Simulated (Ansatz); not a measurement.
**Ansatz run, Zr**

Input file of Ansatz 0.2.0:

```yaml
crystal:
  lattice:
    - [-1.710546, 1.710546, 1.710546]
    - [1.710546, -1.710546, 1.710546]
    - [1.710546, 1.710546, -1.710546]
  atoms:
    - { symbol: Zr, position: [0.0, 0.0, 0.0] }
  symmetry: { tolerance: 0.0003 }
kpoints:
  mp_grid: { grid: [10, 10, 10], shift: [0, 0, 0] }
  band_path:
    path:
      - [0.0, 0.0, 0.0]
      - [0.5, -0.5, 0.5]
      - [0.0, 0.0, 0.5]
      - [0.0, 0.0, 0.0]
      - [0.25, 0.25, 0.25]
      - [0.5, -0.5, 0.5]
      - [0.25, 0.25, 0.25]
      - [0.0, 0.0, 0.5]
    npoints: 8
magnetization:
  spin_polarized: false
scf:
  occupations: { method: methfessel_paxton, width: 0.0489 }
  lower_state_search: "off"
  max_iter: 200
hamiltonian:
  pseudopotentials: { kind: paw }
  xc: pbesol
basis:
  ecutwfc: 420
  fft_grid_basis: typed
output:
  forces: true
  stress: true
  eigenvalues: true
  bader: true
  populations: true
  elf: true
  write_potential: true
  volumetric_format: npy
  dos:
    e_range: [-12, 8]
    de: 0.05
    projected: { site_lists: { Zr: [Zr] } }
checkpoint:
  read: saved_state
```

The saved state is an earlier solution for the same cell, perhaps on another mesh. 

Output (shortened):

```
Pseudopotentials: kind: paw
Pseudopotential: Zr, paw, valence charge 12, recommended cutoff 420 eV (normal), Zr.paw.azcp
Functional definition: PBEsol
  exchange = pbesol_x
  correlation = pbesol_c
Crystal: 1 atoms, lattice volume = 20.020 Å³
Basis set: ecut = 420 eV, 381 PW (Γ), exchange–correlation on 40×40×40 points (8 copies of the dense FFT grid, shifted against one another)
Bands: 10, of which v1, the nominal top of the filled ones, is band 6 counted from 1 (5 counted from 0)
Symmetry: 48 space group operations
Space group: Im-3m (ITA 229), of the structure as read, at distance tolerance 8.1e-4 Å
k-points: 47 of 1000
Initial density: read from a saved state, or passed on in memory by an earlier SCF of this step, an earlier step, the calling program or the single point that the run made first
Functional: x = pbesol(κ = 0.804, μ = 0.1235), c = pbesol(β = 0.046)
SCF iter   1: F=—  Δρ=1.29e-3  dr2=2.89e-4
SCF iter   2: F=—  S|Δr|=    0.00e0  Δρ=5.68e-4  dr2=3.07e-5
SCF iter   3: F=—  S|Δr|=    0.00e0  Δρ=1.23e-4  dr2=1.21e-6
SCF iter   4: F=-4128.5345 eV  S|Δr|=    0.00e0  Δρ=1.17e-5  dr2=4.61e-9
Free energy (F): -4128.5345 eV
Harris-Foulkes:  -4128.5345 eV  (|F-HF|=5.90e-9)
Internal energy: -4128.5349 eV  (E = F + TS)
E sigma→0 (E₀):  -4128.5346 eV
Entropy (-TS):   0.0004 eV (0.393 meV/atom)
Fermi energy:    16.1510 eV
--- Per-component energies (eV) ---
  E_band       = -64.3680
  E_kinetic    = 337.0117
  E_local      = -557.2787  (includes V_loc(G=0)·N_el)
  E_nonlocal   = 83.3883
  E_hartree    = 173.4703
  E_xc         = -161.6906
  E_vxc        = -192.0285  (∫ρ·V_xc dr)
  E_paw        = -2900.7186  (= ΣΔE_a)
  E_vpaw       = -82.4009  (= ΣTr[D̂ρ^β])
  E_aug_tail   = 0.0000  (compensation charges beyond the density's cutoff)
  E_ewald      = -1102.8830
  E_core_change = 0.1657  (= ΣΔE_core)
  E_smearing   = 0.0004  (= −TS)
--- Stress (GPa, compression-positive) ---
        8.1353       0.0000       0.0000
        0.0000       8.1353       0.0000
        0.0000       0.0000       8.1353
  P = ⅓ Tr σ = 8.1353 GPa (81.353 kbar)
--- Löwdin populations: 1 site ---
  site symbol       q [e]
     0     Zr     11.9622
  spilling = 0.0031 (of n_electrons = 12.0000)
```

Origin: a known structure type with other elements, at an estimated volume, so it need not be a known compound.
